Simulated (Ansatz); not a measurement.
Something may be wrong with this Ansatz 0.2.0 calculation of W.

input.yaml

```yaml
crystal:
  lattice:
    - [0.0, 2.03, 2.03]
    - [2.03, 0.0, 2.03]
    - [2.03, 2.03, 0.0]
  atoms:
    - { symbol: W, position: [0.0, 0.0, 0.0] }
hamiltonian:
  xc: lda
  pseudopotentials: { kind: nc }
kpoints:
  mp_grid: { grid: [11, 11, 11], kspacing: 0.3 }
scf:
  occupations: { method: tetrahedron }
  n_extra_bands: 14
  max_iter: 80
output:
  wannier:
    kmesh: [6, 6, 6]
    projections: [{ site: 0, l: d }, { site: 0, l: s }]
    minimise: true
    write_xyz: true
    disentanglement: { window: [4.4, 36.4], frozen_window: [7.4, 20.9] }
```

Potentials or basis: Ansatz NC.

The run is started by

```bash
$ ansatz run input.yaml --threads 1 --pin off --max-ram 2560MiB --backend cpu --events-out ev --progress --plain --runs-dir out
```

Output:

```text
Error: invalid value for `kpoints.mp_grid.kspacing`: mutually exclusive with `grid` — set one or the other
```

Q: How did it end, and where is the flaw?

A: The program refused the input. The input holds a flaw that was put in on purpose: a mesh with a zero or a mesh and a spacing (kpoints.mp_grid.kspacing = 0.3).
